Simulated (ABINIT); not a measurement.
# GaN (F-43m) in ABINIT: settings compared

The runs below take GaN through equation of state, band structure, with revPBE+D3(BJ), BLYP, PBE, SOGGA.

Everything below comes from runs of ABINIT 10.8.3 (patched build). Logs are shortened: lines on timing, memory, paths and dates and some standing lists are left out, and cuts for length are marked. The log counts tension as positive stress, the text compression.

**Measured values to compare with.**

A printed reference work, textbook reports, for a bulk crystal of GaN at 0 K: band gap 3.299 eV (direct).

The results are compared with them further down.

**1. The crystal as given**

Symmetry: F-43m, No. 216, cubic system. The conventional cell has a = 4.507 Å, b = 4.507 Å, c = 4.507 Å, α = 90.00°, β = 90.00°, γ = 90.00°. Around Ga (site symmetry -43m) lie 4 N at 1.95 Å. N (site symmetry -43m) has 4 Ga at 1.95 Å as nearest neighbours.

The cell is a database's computed one.

**2. Equation of state, revPBE+D3(BJ)**

Input file run.abi:

```
# Datasets: one volume each
ndtset 7
getwfk -1
scalecart1 3*0.9795861087
scalecart2 3*0.9864848297
scalecart3 3*0.9932883884
scalecart4 3*1.0000000000
scalecart5 3*1.0066227096
scalecart6 3*1.0131594038
scalecart7 3*1.0196128224

# Pseudopotentials
pp_dirpath "./"
pseudos "Ga.GGA_PBE-JTH.xml, N.GGA_PBE-JTH.xml"

# Structure
acell 6.0224269985 6.0224269985 6.0224269985
rprim
     0.0000000000     0.7071067812     0.7071067812
     0.7071067812     0.0000000000     0.7071067812
     0.7071067812     0.7071067812     0.0000000000
ntypat 2
znucl 31 7
natom 2
typat 1 2
xred
     0.0000000000     0.0000000000     0.0000000000
     0.2500000000     0.2500000000     0.2500000000

# Plane-wave basis
ecut 680.284656 eV
pawecutdg 47.0

# k points
kptopt 1
ngkpt 10 10 10
nshiftk 1
shiftk 0.0 0.0 0.0

# Exchange and correlation
ixc 14
vdw_xc 7

# Bands and occupations
nband 13
occopt 3
tsmear 0.05 eV

# SCF cycle
nstep 100
tolvrs 1.0e-9

# Output
iomode 3
prtwf 1
prtden 0
prteig 0
prtebands 0
enunit 2
```

Potentials or basis: JTH PAW PBE v2.0.

Launch:

```bash
$ abinit run.abi > log 2>&1
```

run.abo:

```text
.Version 10.8.3 of ABINIT
 DATASET    1 : space group F-4 3 m (#216); Bravais cF (face-center cubic)
================================================================================
 Values of the parameters that define the memory need for DATASET  1.
     intxc =       0    ionmov =       0      iscf =      17    lmnmax =      18
     lnmax =       6     mgfft =      30  mpssoang =       3    mqgrid =    3001
     natom =       2  nloc_mem =       2    nspden =       1   nspinor =       1
    nsppol =       1      nsym =      24    n1xccc =       1    ntypat =       2
    occopt =       3   xclevel =       2
       mpw =         891          nfft =       27000          nkpt =          47
 PAW method is used; the additional fine FFT grid is defined by:
   mgfftf=        40    nfftf =     64000
================================================================================
================================================================================
[... 71 lines left out ...]
 DATASET    7 : space group F-4 3 m (#216); Bravais cF (face-center cubic)
================================================================================
 Values of the parameters that define the memory need for DATASET  7.
     intxc =       0    ionmov =       0      iscf =      17    lmnmax =      18
     lnmax =       6     mgfft =      30  mpssoang =       3    mqgrid =    3001
     natom =       2  nloc_mem =       2    nspden =       1   nspinor =       1
    nsppol =       1      nsym =      24    n1xccc =       1    ntypat =       2
    occopt =       3   xclevel =       2
       mpw =         990          nfft =       27000          nkpt =          47
 PAW method is used; the additional fine FFT grid is defined by:
   mgfftf=        40    nfftf =     64000
================================================================================
================================================================================

--------------------------------------------------------------------------------
------------- Echo of variables that govern the present computation ------------
--------------------------------------------------------------------------------
 -outvars: echo values of preprocessed input variables --------
            acell      6.0224269985E+00  6.0224269985E+00  6.0224269985E+00 Bohr
              amu      6.97230000E+01  1.40067400E+01
             ecut      2.50000000E+01 Hartree
           enunit           2
           getwfk          -1
              ixc          14
           jdtset        1    2    3    4    5    6    7
         kptrlatt       10    0    0      0   10    0      0    0   10
          kptrlen1     5.89948583E+01
          kptrlen2     5.94103287E+01
          kptrlen3     5.98200681E+01
          kptrlen4     6.02242700E+01
          kptrlen5     6.06231178E+01
          kptrlen6     6.10167855E+01
          kptrlen7     6.14054379E+01
            natom           2
            nband          13
           ndtset           7
            ngfft          30      30      30
          ngfftdg          40      40      40
             nkpt          47
            nstep         100
             nsym          24
           ntypat           2
           occopt           3
        pawecutdg      4.70000000E+01 Hartree
         pawxcdev           0
           prtden           0
        prtebands           0
           prteig           0
            rprim1     0.0000000000E+00  6.9267198023E-01  6.9267198023E-01
                       6.9267198023E-01  0.0000000000E+00  6.9267198023E-01
                       6.9267198023E-01  6.9267198023E-01  0.0000000000E+00
            rprim2     0.0000000000E+00  6.9755011263E-01  6.9755011263E-01
                       6.9755011263E-01  0.0000000000E+00  6.9755011263E-01
                       6.9755011263E-01  6.9755011263E-01  0.0000000000E+00
            rprim3     0.0000000000E+00  7.0236095512E-01  7.0236095512E-01
                       7.0236095512E-01  0.0000000000E+00  7.0236095512E-01
                       7.0236095512E-01  7.0236095512E-01  0.0000000000E+00
            rprim4     0.0000000000E+00  7.0710678120E-01  7.0710678120E-01
                       7.0710678120E-01  0.0000000000E+00  7.0710678120E-01
                       7.0710678120E-01  7.0710678120E-01  0.0000000000E+00
            rprim5     0.0000000000E+00  7.1178974407E-01  7.1178974407E-01
                       7.1178974407E-01  0.0000000000E+00  7.1178974407E-01
                       7.1178974407E-01  7.1178974407E-01  0.0000000000E+00
            rprim6     0.0000000000E+00  7.1641188486E-01  7.1641188486E-01
                       7.1641188486E-01  0.0000000000E+00  7.1641188486E-01
                       7.1641188486E-01  7.1641188486E-01  0.0000000000E+00
            rprim7     0.0000000000E+00  7.2097514092E-01  7.2097514092E-01
                       7.2097514092E-01  0.0000000000E+00  7.2097514092E-01
                       7.2097514092E-01  7.2097514092E-01  0.0000000000E+00
          spgroup         216
           tolvrs      1.00000000E-09
           tsmear      1.83746611E-03 Hartree
            typat      1  2
           useylm           1
           vdw_xc           7
           xangst1     0.0000000000E+00  0.0000000000E+00  0.0000000000E+00
                       1.1037489448E+00  1.1037489448E+00  1.1037489448E+00
           xangst2     0.0000000000E+00  0.0000000000E+00  0.0000000000E+00
                       1.1115220808E+00  1.1115220808E+00  1.1115220808E+00
           xangst3     0.0000000000E+00  0.0000000000E+00  0.0000000000E+00
                       1.1191879926E+00  1.1191879926E+00  1.1191879926E+00
           xangst4     0.0000000000E+00  0.0000000000E+00  0.0000000000E+00
                       1.1267503030E+00  1.1267503030E+00  1.1267503030E+00
           xangst5     0.0000000000E+00  0.0000000000E+00  0.0000000000E+00
                       1.1342124431E+00  1.1342124431E+00  1.1342124431E+00
           xangst6     0.0000000000E+00  0.0000000000E+00  0.0000000000E+00
                       1.1415776652E+00  1.1415776652E+00  1.1415776652E+00
           xangst7     0.0000000000E+00  0.0000000000E+00  0.0000000000E+00
                       1.1488490566E+00  1.1488490566E+00  1.1488490566E+00
            xcart1     0.0000000000E+00  0.0000000000E+00  0.0000000000E+00
                       2.0857832174E+00  2.0857832174E+00  2.0857832174E+00
            xcart2     0.0000000000E+00  0.0000000000E+00  0.0000000000E+00
                       2.1004723156E+00  2.1004723156E+00  2.1004723156E+00
            xcart3     0.0000000000E+00  0.0000000000E+00  0.0000000000E+00
                       2.1149587894E+00  2.1149587894E+00  2.1149587894E+00
            xcart4     0.0000000000E+00  0.0000000000E+00  0.0000000000E+00
                       2.1292494850E+00  2.1292494850E+00  2.1292494850E+00
            xcart5     0.0000000000E+00  0.0000000000E+00  0.0000000000E+00
                       2.1433508860E+00  2.1433508860E+00  2.1433508860E+00
            xcart6     0.0000000000E+00  0.0000000000E+00  0.0000000000E+00
                       2.1572691387E+00  2.1572691387E+00  2.1572691387E+00
            xcart7     0.0000000000E+00  0.0000000000E+00  0.0000000000E+00
                       2.1710100770E+00  2.1710100770E+00  2.1710100770E+00
             xred      0.0000000000E+00  0.0000000000E+00  0.0000000000E+00
                       2.5000000000E-01  2.5000000000E-01  2.5000000000E-01
            znucl       31.00000    7.00000

================================================================================

 chkinp: Checking input parameters for consistency, jdtset=   1.

 chkinp: Checking input parameters for consistency, jdtset=   2.
[... 46 lines left out ...]
 getcut: wavevector=  0.0000  0.0000  0.0000  ngfft=  40  40  40
         ecut(hartree)=     47.000   => boxcut(ratio)=   2.19701

--- Pseudopotential description ------------------------------------------------
- pspini: atom type   1  psp file is ./Ga.GGA_PBE-JTH.xml
 Pseudopotential format is: paw10
 basis_size (lnmax)=  6 (lmn_size= 18), orbitals=   0   0   1   1   2   2
 Spheres core radius: rc_sph= 2.10359248
 Shapefunction is BESSEL type: shapef(r,l)=aa(1,l)*jl(q(1,l)*r)+aa(2,l)*jl(q(2,l)*r)
 Radius for shape functions =  1.80829011
 Compensation charge density is not taken into account in XC energy/potential

- pspini: atom type   2  psp file is ./N.GGA_PBE-JTH.xml
 Pseudopotential format is: paw10
 basis_size (lnmax)=  4 (lmn_size=  8), orbitals=   0   0   1   1
 Spheres core radius: rc_sph= 1.20497474
 Shapefunction is SIN type: shapef(r)=[sin(pi*r/rshp)/(pi*r/rshp)]**2
 Radius for shape functions =  1.00243812
 Compensation charge density is not taken into account in XC energy/potential

   4.80804022E+02                                ecore*ucvol(ha*bohr**3)
--------------------------------------------------------------------------------

================================================================================

--- !BeginCycle
iteration_state: {dtset: 1, }
solver: {iscf: 17, nstep: 100, nline: 4, wfoptalg: 10, }
tolerances: {tolvrs: 1.00E-09, }
...
[... 1327 lines left out ...]
-Cartesian components of stress tensor (GPa)         [Pressure= -8.4228E+00 GPa]
- sigma(1 1)=  8.42275439E+00  sigma(3 2)=  0.00000000E+00
- sigma(2 2)=  8.42275439E+00  sigma(3 1)=  0.00000000E+00
- sigma(3 3)=  8.42275439E+00  sigma(2 1)=  0.00000000E+00

== END DATASET(S) ==============================================================
================================================================================

 -outvars: echo values of variables after computation  --------
            acell      6.0224269985E+00  6.0224269985E+00  6.0224269985E+00 Bohr
           etotal1    -8.9098242458E+01
           etotal2    -8.9099513741E+01
           etotal3    -8.9100291493E+01
           etotal4    -8.9100635364E+01
           etotal5    -8.9100582051E+01
           etotal6    -8.9100184475E+01
           etotal7    -8.9099473425E+01
            fcart1    -2.5529072560E-30  3.4669110884E-31  1.6704207971E-30
                       2.5529072560E-30 -3.4669110884E-31 -1.6704207971E-30
            fcart2    -0.0000000000E+00 -0.0000000000E+00 -0.0000000000E+00
                      -0.0000000000E+00 -0.0000000000E+00 -0.0000000000E+00
            fcart3     9.9464305929E-31  9.9464305929E-31 -2.9839291779E-30
                      -9.9464305929E-31 -9.9464305929E-31  2.9839291779E-30
            fcart4     1.2645982738E-28  6.3229913690E-29 -2.5291965476E-28
                      -1.2645982738E-28 -6.3229913690E-29  2.5291965476E-28
            fcart5    -6.8702719935E-30 -2.2573750836E-29  5.2017773665E-29
                       6.8702719935E-30  2.2573750836E-29 -5.2017773665E-29
[... 38 lines left out ...]
                       0.0000000000E+00  0.0000000000E+00  0.0000000000E+00
           xangst1     0.0000000000E+00  0.0000000000E+00  0.0000000000E+00
                       1.1037489448E+00  1.1037489448E+00  1.1037489448E+00
           xangst2     0.0000000000E+00  0.0000000000E+00  0.0000000000E+00
                       1.1115220808E+00  1.1115220808E+00  1.1115220808E+00
           xangst3     0.0000000000E+00  0.0000000000E+00  0.0000000000E+00
                       1.1191879926E+00  1.1191879926E+00  1.1191879926E+00
           xangst4     0.0000000000E+00  0.0000000000E+00  0.0000000000E+00
                       1.1267503030E+00  1.1267503030E+00  1.1267503030E+00
           xangst5     0.0000000000E+00  0.0000000000E+00  0.0000000000E+00
                       1.1342124431E+00  1.1342124431E+00  1.1342124431E+00
           xangst6     0.0000000000E+00  0.0000000000E+00  0.0000000000E+00
                       1.1415776652E+00  1.1415776652E+00  1.1415776652E+00
           xangst7     0.0000000000E+00  0.0000000000E+00  0.0000000000E+00
                       1.1488490566E+00  1.1488490566E+00  1.1488490566E+00
             xred      0.0000000000E+00  0.0000000000E+00  0.0000000000E+00
                       2.5000000000E-01  2.5000000000E-01  2.5000000000E-01
 Calculation completed.
```

Run time: 4.1 min. Hardware: 1 thread of Intel Xeon Platinum 8259CL at 2.50GHz (Skylake/Cascade Lake), shared host; peak memory 0.15 GiB.

Results:

```yaml
Equilibrium_volume: 11.53 Å³/atom
Bulk_modulus: 180 GPa
Pressure_derivative_of_the_bulk_modulus: 4.7
```

Energy against volume, from the lowest point:
```csv
volume (Å³/atom),energy (meV/atom)
10.757,32.56
10.986,15.26
11.215,4.68
11.444,0.00
11.673,0.73
11.902,6.13
12.131,15.81
```

Caveat: the cutoff is too short for stress, so the log's stress isn't used; pressures at fixed basis lie under the slope of the energies; the PAW data sets were made with another functional, which shifts forces and pressure a little.

**3. Band structure, BLYP**

Input file run.abi:

```
ndtset 2

pp_dirpath "./"
pseudos "Ga.upf, N.upf"

acell 6.0224269985 6.0224269985 6.0224269985
rprim
     0.0000000000     0.7071067812     0.7071067812
     0.7071067812     0.0000000000     0.7071067812
     0.7071067812     0.7071067812     0.0000000000
ntypat 2
znucl 31 7
natom 2
typat 1 2
xcart
     0.0000000000     0.0000000000     0.0000000000
     1.1267503038     1.1267503038     1.1267503038 Angstrom

ecut 42.0

ixc -106131

occopt 3
tsmear 0.05 eV

nstep 100

iomode 3
prtwf 0
prteig 0
prtebands 0
enunit 2
prtden1 1

kptopt1 1
ngkpt1 10 10 10
nshiftk1 1
shiftk1 0.0 0.0 0.0
nband1 13
tolvrs1 1.0e-10

iscf2 -2
getden2 1
nband2 17
nbdbuf2 2
tolwfr2 1.0e-12
kptopt2 -9
ndivsm2 8
prteig2 1
kptbounds2
     0.0000000000     0.0000000000     0.0000000000
     0.5000000000     0.0000000000     0.5000000000
     0.5000000000     0.2500000000     0.7500000000
     0.3750000000     0.3750000000     0.7500000000
     0.0000000000     0.0000000000     0.0000000000
     0.5000000000     0.5000000000     0.5000000000
     0.6250000000     0.2500000000     0.6250000000
     0.5000000000     0.2500000000     0.7500000000
     0.5000000000     0.5000000000     0.5000000000
     0.3750000000     0.3750000000     0.7500000000
```

Potentials or basis: PseudoDojo NC SR PBE v0.4.1 standard.

Launch:

```bash
$ abinit run.abi > log 2>&1
```

Wall time 4 min (1 thread of Intel Xeon Platinum 8259CL at 2.50GHz (Skylake/Cascade Lake), shared host); peak memory 0.14 GiB.

Results (log left out):

```yaml
Free_energy: -2359.9321 eV
Pressure: 10.9 GPa
Band_gap_on_the_k_mesh: 1.81 eV, direct
Band_gap_along_the_path: 1.81 eV, direct
Valence_electrons_inside_the_program's_atomic_spheres: Ga 10.90; N 5.24
```

Levels at the corners of the path, in eV from the valence-band top:
| point | band 5 | band 6 | band 7 | band 8 | band 9 | band 10 | band 11 | band 12 | band 13 | band 14 |
| --- | --- | --- | --- | --- | --- | --- | --- | --- | --- | --- |
| Γ | -13.33 | -13.33 | 0.00 | 0.00 | 0.00 | 1.81 | 10.30 | 10.30 | 10.30 | 17.78 |
| X | -13.26 | -11.53 | -6.14 | -2.68 | -2.68 | 3.63 | 6.66 | 11.89 | 13.93 | 13.93 |
| W | -13.32 | -11.26 | -5.73 | -3.62 | -3.56 | 6.45 | 8.22 | 10.33 | 11.41 | 15.17 |
| K | -13.29 | -11.38 | -5.89 | -4.16 | -2.15 | 5.22 | 7.80 | 11.23 | 12.85 | 13.69 |
| Γ | -13.33 | -13.33 | 0.00 | 0.00 | 0.00 | 1.81 | 10.30 | 10.30 | 10.30 | 17.78 |
| L | -13.28 | -11.99 | -6.98 | -0.97 | -0.97 | 4.65 | 8.90 | 10.43 | 10.43 | 15.93 |
| U | -13.29 | -11.38 | -5.89 | -4.16 | -2.15 | 5.22 | 7.80 | 11.23 | 12.85 | 13.69 |
| W | -13.32 | -11.26 | -5.73 | -3.62 | -3.56 | 6.45 | 8.22 | 10.33 | 11.41 | 15.17 |
| L | -13.28 | -11.99 | -6.98 | -0.97 | -0.97 | 4.65 | 8.90 | 10.43 | 10.43 | 15.93 |
| K | -13.29 | -11.38 | -5.89 | -4.16 | -2.15 | 5.22 | 7.80 | 11.23 | 12.85 | 13.69 |

Caveat: the potentials were made for another functional, which shifts forces and pressure.

(Part 1 of 2 ends here.)
